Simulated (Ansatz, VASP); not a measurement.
## MgSe in VASP and in Ansatz

File INCAR:

```
SYSTEM = MgSe
ALGO = Normal
EDIFF = 1E-6
ENCUT = 520
GGA = PS
GGA_COMPAT = .FALSE.
ISIF = 2
ISMEAR = 0
LASPH = .TRUE.
LCHARG = .TRUE.
LORBIT = 11
LORBMOM = .TRUE.
LREAL = .FALSE.
LSORBIT = .TRUE.
LVHAR = .TRUE.
LWAVE = .FALSE.
MAGMOM = 0 0 0 0 0 0
NBANDS = 20
NELM = 150
PREC = Accurate
SIGMA = 0.01
```

The input KPOINTS:

```
k-points
0
G
  8 8 8
  0 0 0
```

The input POSCAR:

```
MgSe
1.0
    2.7255000000      2.7255000000      0.0000000000
   -2.7255000000      2.7255000000      0.0000000000
    0.0000000000      2.7255000000      2.7255000000
Mg Se
1 1
Direct
    0.0000000000      0.0000000000      0.0000000000
    0.5000000000      0.5000000000      0.0000000000
```

Input for Ansatz:

```yaml
crystal:
  lattice:
    - [2.7255, 2.7255, 0.0]
    - [-2.7255, 2.7255, 0.0]
    - [0.0, 2.7255, 2.7255]
  atoms:
    - { symbol: Mg, position: [0.0, 0.0, 0.0] }
    - { symbol: Se, position: [0.5, 0.5, 0.0] }
kpoints:
  mp_grid: { grid: [8, 8, 8] }
scf:
  occupations: { method: fixed }
hamiltonian:
  xc: pbesol
  pseudopotentials: { kind: all_electron, lapw: { basis_error: 0.001 } }
magnetization:
  noncollinear: true
  spin_orbit: true
output:
  forces: true
  stress: true
  eigenvalues: true
  eigenstates:
    nscf_kmesh: { grid: [12, 12, 12] }
    de_dk: true
    e_range: [-9, 11.77515412913]
checkpoint:
  write: ck
  write_wavefunctions: false
```

Alike in both runs: task single point; functional PBEsol; k mesh 8 × 8 × 8; non-collinear spin, spin-orbit coupling.

|  | VASP | Ansatz |
| --- | --- | --- |
| version | VASP 6.6.1 | Ansatz 0.2.0 |
| potentials or method | VASP PAW PBE potentials, release 64 (Mg, Se) | all-electron LAPW |
| plane-wave cutoff (eV) | 520 | see its input |
| occupations | gaussian, width 0.01 eV | fixed |

Ansatz gave:

- gap on the k mesh at the Fermi level (eV): 1.63
- pressure (GPa): 0.0
- net moment per atom (μB): 0.00

Problem. Estimate VASP's values.

Solution. gap on the k mesh at the Fermi level (eV): 1.62; pressure (GPa): -0.1; net moment per atom (μB): 0.00.

Ansatz ran all-electron here, so the differences hold the error of VASP's frozen core and of both bases.

Caveats: the PAW data sets were made with another functional, which shifts forces and pressure a little (VASP).
